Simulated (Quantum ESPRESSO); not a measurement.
**LiH under changes of volume**

One of the cells (8.449 Å³/atom); the others are scaled copies at fixed shape and fractional positions:

```
CELL_PARAMETERS angstrom
0.00000 2.03675 2.03675
2.03675 0.00000 2.03675
2.03675 2.03675 0.00000
ATOMIC_POSITIONS crystal
Li 0.00000 0.00000 0.00000
H 0.50000 0.50000 0.50000
```

| Quantity | Value |
| --- | --- |
| Program | Quantum ESPRESSO 7.5 |
| Functional | PBEsol |
| Potentials or basis | GBRV 1.5 PBEsol |
| Cutoff | 612 eV |
| Density cutoff | 4898 eV |
| k mesh | 11 × 11 × 11 |
| Occupations | fermi-dirac, width 0.05 eV |
| Spin | no spin polarisation |

| volume (Å³/atom) | energy over the lowest point (meV/atom) | pressure (GPa) | gap on the mesh (eV) |
| --- | --- | --- | --- |
| 7.942 | 0.00 | -0.3 | 2.94 |
| 8.111 | 0.68 | -1.0 | 2.95 |
| 8.280 | 2.10 | -1.7 | 2.97 |
| 8.449 | 4.20 | -2.3 | 2.98 |
| 8.618 | 6.91 | -2.9 | 2.99 |
| 8.787 | ? | ? | ? |
| 8.956 | 13.98 | -3.8 | 3.01 |

Problem. What does the run at 8.787 Å³/atom give?

Solution. Energy over the lowest point 10.19 meV/atom; pressure -3.4 GPa; gap on the mesh 3.00 eV.

Worked out: A Birch-Murnaghan fit of order 3 (a polynomial in V^(-2/3)) to the other rows has its minimum at 7.88 Å³/atom, just outside them, with B0 = V·E''(V) = 37 GPa and B' = 3.3. It gives 10.19 meV/atom at 8.787 Å³/atom, against the run's 10.19, and -dE/dV = -3.4 GPa, against -3.4. A straight line through the other rows of the gap, of slope 0.593 eV per unit of ln V (its deformation potential), gives 3.00 eV, against the run's 3.00.

Energies are extrapolated to zero smearing.

Caveats: an odd mesh through Γ misses points on the zone boundary, where band edges often lie.
